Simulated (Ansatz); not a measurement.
**WC (Qusongite) under changes of volume**

One of the cells (10.376 Å³/atom); the others are scaled copies at fixed shape and fractional positions:

```
W C
1.0
     2.90650    0.00000    0.00000
    -1.45325    2.51710    0.00000
     0.00000    0.00000    2.83660
W C
1 1
Cartesian
  0.0000 0.0000 0.0000
  1.4533 0.8390 1.4183
```

| Item | Value |
| --- | --- |
| Program | Ansatz 0.2.0 |
| Functional | r2SCAN |
| Dispersion | rVV10 |
| Potentials or basis | Ansatz PAW |
| Cutoff | 500 eV (not typed: the program's choice for these potentials) |
| k mesh | 10 × 10 × 9 |
| Occupations | fermi-dirac, width 0.05 eV |
| Spin | no spin polarisation |

| volume (Å³/atom) | energy over the lowest point (meV/atom) | pressure (GPa) |
| --- | --- | --- |
| 9.754 | 50.69 | 28.3 |
| 9.961 | 21.11 | 17.6 |
| 10.169 | ? | ? |
| 10.376 | 0.00 | -0.6 |
| 10.584 | 5.97 | -8.4 |
| 10.791 | 21.49 | -15.4 |
| 10.999 | 45.61 | -21.7 |

What does the run at 10.169 Å³/atom give?

Energy over the lowest point 4.65 meV/atom; pressure 8.0 GPa.

Worked out: A Birch-Murnaghan fit of order 3 (a polynomial in V^(-2/3)) to the other rows has its minimum at 10.36 Å³/atom with B0 = V·E''(V) = 413 GPa and B' = 4.4 at fixed shape and positions, which overstates the stiffness. It gives 4.61 meV/atom at 10.169 Å³/atom, against the run's 4.65, and -dE/dV = 8.0 GPa, against 8.0.

Energies are extrapolated to zero smearing.

Caveats: the PAW data sets come from PBE, with cores solved anew for the run's functional, which leaves a small shift of forces and pressure.
